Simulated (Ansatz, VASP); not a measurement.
# Two plane-wave programs on In

```
CELL_PARAMETERS angstrom
3.14245 0.00000 0.00000
0.00000 3.14245 0.00000
0.00000 0.00000 3.14245
ATOMIC_POSITIONS crystal
In 0.00000 0.00000 0.00000
```

Alike in both runs: task single point; functional RPBE; k mesh 11 × 11 × 11; occupations fermi-dirac, width 0.1 eV; no spin polarisation.

|  | VASP | Ansatz |
| --- | --- | --- |
| version | VASP 6.6.1 | Ansatz 0.2.0 |
| potentials or method | VASP PAW PBE potentials, release 64 (In_d) | plane waves (420 eV) with PAW, scalar-relativistic |
| plane-wave cutoff (eV) | 520 | 420 |
| valence electrons in the cell | 13 | 13 |

|  | VASP | Ansatz | Ansatz less VASP |
| --- | --- | --- | --- |
| pressure (GPa) | 0.1 | 0.2 | +0.04 |

Caveats: the PAW data sets were made with another functional, which shifts forces and pressure a little (VASP).
